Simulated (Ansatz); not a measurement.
Consider GeO₂ (space group P3_121, No. 152; a = 4.9887 Å, c = 5.6753 Å).

Method: DFT with r2SCAN, PAW potentials and a 500 eV plane-wave cutoff in Ansatz (a first-principles code), without spin-orbit coupling.

Before the change:

```
Property            Value
---------------  --------
Volume per atom  13.59 Å³
```

The change: hydrostatic tension (pressure −2 GPa).

Problem. Estimate the effect on the mean gap deformation potential ΔEg/Δln V.

Solution. The mean gap deformation potential ΔEg/Δln V comes out as -1.9 eV.

Problem. Estimate the effect on the volume per atom.

Solution. The volume per atom goes up by 0.76 Å³, from 13.59 Å³ to 14.35 Å³.

Load acts through the strain it causes; cell and atoms are relaxed under it. Gaps are read on the SCF mesh and a high-symmetry path. Whether these cells are dynamically stable was not tested.
